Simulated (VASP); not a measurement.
A run of VASP 6.6.1 is set up as follows.

File INCAR:

```
PREC = Normal ; ENCUT = 520
EDIFF = 1E-5 ; ISMEAR = 0
SIGMA = 0.15 ; LREAL = Auto
LASPH = True ; NELM = 80
ALGO = Fast ; ISIF = 3
LWAVE = False ; LCHARG = False
GGA = PE ; IBRION = 2
NSW = 110 ; EDIFFG = -0.03
ISYM = 0 ; KPAR = 4
```

The input KPOINTS:

```
Automatic mesh
0
Gamma
  4 6 4
```

The input POSCAR:

```
GePt
1.0
    5.8352128600      0.0315528400     -0.0548520000
    0.0203521500      3.7498682100     -0.0362809800
   -0.0582984700     -0.0597821900      6.1290819000
Ge Pt
4 4
Direct
    0.6804521300      0.2366878100      0.5447794000
    0.7999864100      0.7108602900      0.0783695100
    0.3226767500      0.7238255200      0.4181553000
    0.1728425300      0.2297225600      0.9214357100
    0.9702272400      0.2548602900      0.3191117900
    0.5032752100      0.7321012500      0.8276997600
    0.0208587700      0.7575654400      0.6754530100
    0.5273676900      0.2441900500      0.2162270300
```

Potentials or basis: VASP PAW PBE potentials, release 64 (Ge_d, Pt).

Command:

```console
$ cat potpaw_PBE.64/Ge_d/POTCAR potpaw_PBE.64/Pt/POTCAR > POTCAR
$ mpirun -np 4 vasp_std > vasp.out
```

Estimate the relaxed volume.

16.87 Å³/atom.

Estimate the relaxed cell.

a = 5.827 Å, b = 3.747 Å, c = 6.180 Å, α = 90.03°, β = 90.03°, γ = 90.01°.

What does it give for the space group after relaxing (to 0.05 Å)?

P2_12_12_1 (No. 19).

Forces on the atoms (eV/Å):
```
Ge  -0.011  0.007  0.003
Ge  -0.003 -0.005  0.006
Ge  -0.011  0.014 -0.015
Ge   0.008 -0.024 -0.001
Pt   0.012  0.002  0.001
Pt  -0.008  0.010  0.007
Pt   0.000 -0.013  0.002
Pt   0.013  0.009 -0.003
```

Spin-orbit coupling is left out, which matters for the levels of Pt.
